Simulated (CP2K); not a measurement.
Crystal: C.

```
C
1.0
     2.52210    0.00000    0.00000
    -1.26105    2.18420    0.00000
     0.00000    0.00000    8.23710
C
8
Direct
  0.66667 0.33333 0.84375
  0.33333 0.66667 0.34375
  0.66667 0.33333 0.65625
  0.33333 0.66667 0.15625
  0.00000 0.00000 0.90625
  0.00000 0.00000 0.40625
  0.00000 0.00000 0.59375
  0.00000 0.00000 0.09375
```

This is a hexagonal form of diamond, not graphite.

Base run:

* Program: CP2K 2026.2
* Functional: RPBE
* Potentials or basis: POTENTIAL_UZH C GTH-PBE-q4; DZVP-MOLOPT-PBE-GTH basis
* Density cutoff: 9184 eV
* k mesh: 9 × 9 × 3
* Occupations: fermi-dirac, width 0.05 eV
* Spin: no spin polarisation

Its results: band gap on the k mesh 5.04 eV, indirect (least direct gap 5.31 eV); pressure 5.7 GPa; largest force 0.341 eV/Å.

Q: The run is repeated on the same cell with these changes: functional from RPBE to PW91. What comes out?

A: Band gap on the k mesh 5.00 eV, indirect (least direct gap 5.33 eV); pressure 4.9 GPa; largest force 0.343 eV/Å.

PW91 binds more tightly than RPBE, so the same cell stands under less pressure.

Caveats: the potentials were made for another functional, which shifts forces and pressure; an odd mesh through Γ misses points on the zone boundary, where band edges often lie; the basis of atomic orbitals isn't converged, which shifts pressures, moduli and gaps.
